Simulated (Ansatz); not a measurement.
Two G0W0 runs on PtSe2/AlSe (van der Waals superlattice) (P3m1).

The structure was built from a prototype and need not be the compound's stable phase.

The structure is trigonal, space group P3m1 (No. 156). The conventional cell has a = 3.726 Å, b = 3.726 Å, c = 14.156 Å, α = 90.00°, β = 90.00°, γ = 120.00°. Nearest to Pt lie 6 Se at 2.51 to 2.52 Å. Se has 3 Pt at 2.51 Å nearest. Nearest to Se lie 3 Pt at 2.52 Å. Nearest to Al lie 3 Se at 2.45 Å and 1 Al at 2.56 Å. Se has 3 Al at 2.45 Å nearest. It derives from Al1Se1. Farther neighbours and most contacts between anions are not listed.

```xyz
7
Lattice="3.7262 0.0000 0.0000 -1.8631 3.2270 0.0000 0.0000 0.0000 14.1560" Properties=species:S:1:pos:R:3 pbc="T T T"
Pt    0.0000    0.0000    3.1593
Se    0.0000    2.1513    4.4602
Se    1.8631    1.0757    1.8459
Al    0.0000    2.1513   11.1569
Al    0.0000    2.1513    8.5956
Se    1.8631    1.0757   12.3315
Se    1.8631    1.0757    7.4228
```

The structure was relaxed with PBE-D3(BJ). The runs that relaxed it are not among those shown. Spin-orbit coupling is left out unless a run names it.

The first (Ansatz 0.2.0; start PBE, 6×6×2 mesh, 710 empty bands, screening to 150 eV, PAW set soft_1 files; 1 × NVIDIA H100 80GB HBM3 (shared by 6 runs) with 2 threads of AMD EPYC 7R13 (Zen 3), shared host) gave, on its mesh: starting gap 1.18 eV, G0W0 gap 1.83 eV, RPA ε∞ (mean) 9.93, 2.7 min.

The second changes empty bands from 710 to 179 and screening cutoff (eV) from 150.0 to 60. What does it give?

It gave: starting gap 1.18 eV, G0W0 gap 1.56 eV, RPA ε∞ (mean) 10.11, 40 s. The G0W0 gap moves by −0.27 eV, +0.00 eV from the start and −0.27 eV from the correction.

Limits: not at the basis limit; no spin polarisation; d states lean on the start; no spin-orbit coupling.

[Paths, hosts, dates, memory and timing lines, banners, echoed tables and standing remarks are left out of the program output.]

[Logs are printed without paths, hosts, clocks, repeated set-up lines and the standing remarks that a program may print on its own settings, such as how far it seeks lower states.]

[Runs of the session that timed out or met a known fault of the program may be left out.]

[Cells called generated may have been cut or substituted from an entry of the Crystallography Open Database or the Materials Project.]

[Hosts, paths, dates, database ids (printed as entryN), source tags and the programs' standing remarks are cut or masked in the printed files.]
